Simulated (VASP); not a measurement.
**P under changes of volume**

One of the cells (17.601 Å³/atom); the others are scaled copies at fixed shape and fractional positions:

```
P
1.0
     1.65877   -5.07466    0.00000
     1.65877    5.07466    0.00000
     0.00000    0.00000    4.18195
P
4
Cartesian
  1.6588 -3.9944 2.3954
  1.6588 3.9944 1.7866
  1.6588 -1.0802 0.3044
  1.6588 1.0802 3.8775
```

```yaml
Program: VASP 6.6.1
Functional: PBE
Dispersion: D3(BJ)
Potentials_or_basis: VASP PAW PBE potentials, release 64 (P)
Cutoff: 520 eV
k_mesh: 8 × 8 × 6
Occupations: gaussian, width 0.02 eV
Spin: no spin polarisation
```

```csv
volume (Å³/atom),energy over the lowest point (meV/atom),pressure (GPa),largest force (eV/Å)
16.897,8.27,3.9,0.368
17.249,2.00,1.8,0.173
17.601,0.00,0.0,0.009
17.953,1.92,-1.7,0.173
18.305,?,?,?
```

**Question.** What does the run at 18.305 Å³/atom give?

**Answer.** Energy over the lowest point 7.24 meV/atom; pressure -3.2 GPa; largest force 0.329 eV/Å.

Worked out: A Birch-Murnaghan fit of order 2 (a polynomial in V^(-2/3)) to the other rows has its minimum at 17.60 Å³/atom with B0 = V·E''(V) = 88 GPa at fixed shape and positions, which overstates the stiffness. It gives 7.34 meV/atom at 18.305 Å³/atom, against the run's 7.24, and -dE/dV = -3.2 GPa, against -3.2.

Energies are extrapolated to zero smearing.

Caveats: pairwise dispersion overbinds metals, which lowers pressure and volume.
